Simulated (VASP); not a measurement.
Here is a VASP 6.6.1 calculation.

INCAR

```
PREC = Accurate
ENCUT = 520
EDIFF = 1E-6
ISMEAR = 0
SIGMA = 0.15
LREAL = False
LASPH = True
NELM = 100
ALGO = Normal
ISIF = 2
LWAVE = False
LCHARG = False
GGA = PS
NBANDS = 9
```

KPOINTS

```
Automatic mesh
0
Gamma
  15 15 15
```

File POSCAR:

```
Te
1.0
    2.3059043427      1.3313144930      1.6909537039
   -2.3059043427      1.3313144930      1.6909537039
    0.0000000000     -2.6626289859      1.6909537039
Te
1
Direct
    0.5000000000      0.5000000000      0.5000000000
```

Potentials or basis: VASP PAW PBE potentials, release 64 (Te).

Launch:

```sh
$ cat potpaw_PBE.64/Te/POTCAR > POTCAR
$ mpirun -np 1 vasp_std > vasp.out
```

Question: Predict the pressure.

Answer: -0.3 GPa.

Question: What does it give for the band gap on the k mesh?

Answer: None (metal or under the smearing width).

Stress tensor (GPa, compression positive):
```
-0.40  0.00  0.00
 0.00 -0.40  0.00
 0.00  0.00 -0.11
```

Caveat: the PAW data sets were made with another functional, which shifts forces and pressure a little. The run has no spin-orbit coupling, so splittings on Te are missing.
